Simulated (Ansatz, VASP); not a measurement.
# Two plane-wave programs on Mn

File INCAR:

```
SYSTEM = Mn
ALGO = Normal
EDIFF = 1E-6
ENCUT = 520
GGA = PE
ISIF = 2
ISMEAR = -5
LASPH = .TRUE.
LCHARG = .FALSE.
LDAU = .TRUE.
LDAUJ = 0
LDAUL = 2
LDAUPRINT = 1
LDAUTYPE = 2
LDAUU = 5
LMAXMIX = 4
LREAL = .FALSE.
LWAVE = .FALSE.
NBANDS = 20
NELM = 150
PREC = Accurate
SIGMA = 0.1
```

KPOINTS

```
k-points
0
G
  8 8 4
  0 0 0
```

File POSCAR:

```
Mn
1.0
    1.2314460000      2.1329270000      0.0000000000
   -1.2314460000      2.1329270000      0.0000000000
    0.0000000000      0.0000000000      4.6447100000
Mn
2
Direct
    0.3333300000      0.3333400000      0.2500000000
    0.6666600000      0.6666700000      0.7500000000
```

Input for Ansatz:

```yaml
crystal:
  lattice:
    - [1.231446, 2.132927, 0.0]
    - [-1.231446, 2.132927, 0.0]
    - [0.0, 0.0, 4.64471]
  atoms:
    - { symbol: Mn, position: [0.33333, 0.33334, 0.25] }
    - { symbol: Mn, position: [0.66666, 0.66667, 0.75] }
  symmetry: { tolerance: 0.0003 }
kpoints:
  mp_grid: { grid: [8, 8, 4], shift: [0, 0, 0] }
magnetization:
  spin_polarized: false
scf:
  occupations: { method: tetrahedron }
hamiltonian:
  pseudopotentials: { kind: paw }
  xc: pbe
  hubbard: { sites: [{ species: Mn, l: d, u_eff: 5.0 }], double_counting: fll }
basis:
  ecutwfc: 420
  xc_grid: 4
output:
  forces: true
  stress: true
  eigenvalues: true
```

The cell was built by a generator and needn't be a form met in nature.

Alike in both runs: task single point; functional PBE; k mesh 8 × 8 × 4; occupations tetrahedron; no spin polarisation; Hubbard terms Mn d U = 5.0 eV.

|  | VASP | Ansatz |
| --- | --- | --- |
| version | VASP 6.6.1 | Ansatz 0.2.0 |
| potentials or method | VASP PAW PBE potentials, release 64 (Mn_pv) | PAW plane waves |
| plane-wave cutoff (eV) | 520 | 420 |
| valence electrons in the cell | 26 | 30 |

```csv
,VASP,Ansatz,Ansatz less VASP
gap on the k mesh at the Fermi level (eV),none,none,-
pressure (GPa),-8.7,-1.6,+7.08
largest component of the traceless stress (GPa),2.75,4.28,+1.526
```

The programs project onto different local orbitals, so the same U acts differently. A gap of «none» marks a metal or a gap that the smearing closes. The two sets of potentials don't hold the same shells in valence. Ansatz warned: «band_table_not_solved_further».

Caveats: the k mesh is coarse (spacing up to 0.37 Å⁻¹), so the values aren't converged; the run has no spin polarisation, though such a crystal can be magnetic; U without spin polarisation on a metal has little footing; the U is typed as a test and isn't derived for this compound; tetrahedron occupations give inexact forces and stress in metals. Spin polarisation is off, so any magnetic state and its effect on volume and gap are missing.
